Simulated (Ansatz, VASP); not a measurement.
# One calculation of Si, two programs

```
Si
1.0
     0.00000    2.69678    2.69678
     2.69678    0.00000    2.69678
     2.69678    2.69678    0.00000
Si
2
Direct
  0.00000 0.00000 0.00000
  0.25000 0.25000 0.25000
```

Alike in both runs: task single point; functional PBE; k mesh 8 × 8 × 8; no spin polarisation.

|  | VASP | Ansatz |
| --- | --- | --- |
| version | VASP 6.6.1 | Ansatz 0.2 development build |
| potentials or method | VASP PAW PBE potentials, release 64 (Si), cutoff 520 eV | all-electron full-potential LAPW, scalar-relativistic |
| occupations | gaussian, width 0.01 eV | fixed |

Ansatz gave:

* gap on the k mesh at the Fermi level (eV): 0.58
* pressure (GPa): 4.1

Task: What did VASP give for the same quantities?

Result: gap on the k mesh at the Fermi level (eV): 0.58; pressure (GPa): 4.0.

Ansatz ran all-electron here, so the differences hold the error of VASP's frozen core and of both bases.

A k mesh can miss the band edges.
